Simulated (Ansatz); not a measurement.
# Phases of Au at 150 GPa

Structure types of Au are relaxed in primitive cells with their symmetry kept at 150 GPa, on PAW files; LAPW relaxes the small cells further and takes the PAW cell for the others (marked *). The enthalpy is E + pV at zero temperature, without zero-point motion. Only the types listed were tried, and differences under about 5 meV/atom are mesh noise.

Level of theory: DFT with PBE, scalar-relativistic, in Ansatz 0.2.0; Fermi–Dirac smearing of 0.1 eV, no spin polarisation. LAPW: all electrons, basis error target 0.5 meV/atom; PAW: frozen-core files, cutoff 420 eV.

k meshes: fcc 18×18×18, bcc 18×18×18, hcp 17×17×9, sc 16×16×16, dhcp 14×14×4, diamond 13×13×13.

Spin–orbit coupling is left out, which matters for the heavy atoms.

**Question.** Which type is lowest in enthalpy, and by how much?

**Answer.** fcc, 1 meV/atom below hcp, which is within the noise of the k meshes. The whole table:

```json
{"start type": "fcc", "ends as": "fcc, Fm-3m", "a, b, c (Å)": "3.674, 3.674, 3.674", "V (Å³/atom)": "12.40", "H − H(lowest), LAPW (meV/atom)": "0.0", "same, PAW": "0.0"}
{"start type": "bcc", "ends as": "bcc, Im-3m", "a, b, c (Å)": "2.916, 2.916, 2.916", "V (Å³/atom)": "12.40", "H − H(lowest), LAPW (meV/atom)": "28.7", "same, PAW": "27.9"}
{"start type": "hcp", "ends as": "hcp, P6_3/mmc", "a, b, c (Å)": "2.587, 2.587, 4.276", "V (Å³/atom)": "12.39", "H − H(lowest), LAPW (meV/atom)": "0.5", "same, PAW": "0.4"}
{"start type": "sc", "ends as": "sc, Pm-3m", "a, b, c (Å)": "2.381, 2.381, 2.381", "V (Å³/atom)": "13.51", "H − H(lowest), LAPW (meV/atom)": "1631.1", "same, PAW": "1627.4"}
{"start type": "dhcp*", "ends as": "dhcp, P6_3/mmc", "a, b, c (Å)": "2.588, 2.588, 8.545", "V (Å³/atom)": "12.39", "H − H(lowest), LAPW (meV/atom)": "3.2", "same, PAW": "3.2"}
{"start type": "diamond", "ends as": "diamond, Fd-3m", "a, b, c (Å)": "5.094, 5.094, 5.094", "V (Å³/atom)": "16.52", "H − H(lowest), LAPW (meV/atom)": "6098.5", "same, PAW": "6089.5"}
```
